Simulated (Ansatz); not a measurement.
BP (zincblende), relaxed with r2SCAN in the PAW code Ansatz: space group F-43m (No. 216), cubic; a = 4.537 Å in the conventional setting, 11.67 Å³ an atom. B is surrounded by 4 P at 1.96 Å; P is surrounded by 4 B at 1.96 Å. The primitive cell holds 2 atoms in 23.34 Å³. Calculated for a static, non-magnetic cell.

Computed values: HSE06 (6×6×6) gives a least gap of 1.96 eV and a least direct gap of 4.34 eV. r2SCAN's ε∞ is 8.74.

Problem. What is the density?

Solution. The cell holds 1 B, 1 P: M = 1×10.810 + 1×30.974 = 41.78 u in V = 23.34 Å³. ρ = 1.66054 × M/V = 1.66054 × 41.78/23.34 = 2.972 g/cm³, for the static r2SCAN lattice.

Problem. At what wavelength does absorption set in by HSE06, excitons left aside?

Solution. λ = 1239.84 eV nm/E: 633 nm for the least gap, where it needs phonons and is weak, and 286 nm for direct transitions.

Problem. What refractive index and reflectivity at normal incidence follow, below the gap and above the phonons?

Solution. n = √8.74 = 2.956; R = ((n − 1)/(n + 1))² = (1.956/3.956)² = 24.5 % a face.

The meshes of the hybrids are coarse, so their gaps aren't converged to the digits shown.
